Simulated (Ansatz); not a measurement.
# BP: the cost of one run

Method: DFT PBE, scalar-relativistic, plane waves, PAW, in Ansatz 0.2.0.

### Step 1. Starting point

It takes space group F-43m (No. 216, cubic). Conventional cell: a = 4.538 Å, b = 4.538 Å, c = 4.538 Å, α = 90.00°, β = 90.00°, γ = 90.00°. B (site symmetry -43m) is surrounded by 4 P at 1.97 Å. Around P (site symmetry -43m) lie 4 B at 1.97 Å.

As a file:

```
CELL_PARAMETERS angstrom
-4.53800 4.53800 0.00000
-4.53800 0.00000 4.53800
0.00000 4.53800 4.53800
ATOMIC_POSITIONS crystal
B 0.00000 0.00000 0.00000
B 0.50000 0.00000 0.00000
B 0.00000 0.50000 0.00000
B 0.00000 0.00000 0.50000
B 0.50000 0.50000 0.00000
B 0.50000 0.00000 0.50000
B 0.00000 0.50000 0.50000
B 0.50000 0.50000 0.50000
P 0.62500 0.62500 0.12500
P 0.12500 0.62500 0.12500
P 0.62500 0.12500 0.12500
P 0.62500 0.62500 0.62500
P 0.12500 0.12500 0.12500
P 0.12500 0.62500 0.62500
P 0.62500 0.12500 0.62500
P 0.12500 0.12500 0.62500
```

The cell is taken as given, not relaxed at this level.

### Step 2. Reference: the perfect supercell

The input, input.yaml:

```yaml
crystal:
  lattice:
    - [-4.538, 4.538, 0.0]
    - [-4.538, 0.0, 4.538]
    - [0.0, 4.538, 4.538]
  atoms:
    - { symbol: B, position: [0.0, 0.0, 0.0] }
    - { symbol: B, position: [0.5, 0.0, 0.0] }
    - { symbol: B, position: [0.0, 0.5, 0.0] }
    - { symbol: B, position: [0.0, 0.0, 0.5] }
    - { symbol: B, position: [0.5, 0.5, 0.0] }
    - { symbol: B, position: [0.5, 0.0, 0.5] }
    - { symbol: B, position: [0.0, 0.5, 0.5] }
    - { symbol: B, position: [0.5, 0.5, 0.5] }
    - { symbol: P, position: [0.625, 0.625, 0.125] }
    - { symbol: P, position: [0.125, 0.625, 0.125] }
    - { symbol: P, position: [0.625, 0.125, 0.125] }
    - { symbol: P, position: [0.625, 0.625, 0.625] }
    - { symbol: P, position: [0.125, 0.125, 0.125] }
    - { symbol: P, position: [0.125, 0.625, 0.625] }
    - { symbol: P, position: [0.625, 0.125, 0.625] }
    - { symbol: P, position: [0.125, 0.125, 0.625] }
  symmetry: { detect: false }
basis:
  ecutwfc: 420
kpoints:
  mp_grid: { grid: [2, 2, 2], shift: [0.5, 0.5, 0.5] }
hamiltonian:
  xc: pbe
scf:
  occupations: { method: gaussian, width: 0.1 }
output:
  forces: true
  stress: true
  eigenvalues: true
```

Started as:

```
$ ansatz run input.yaml --threads 4 --pin off --max-ram 5120MiB --backend cpu --events-out ev --progress --plain --runs-dir out
```

Q: Estimate wall time and peak memory on 4 threads of an x86-64 CPU, shared host.

About 1.2 s, with a peak of 0.58 GiB.
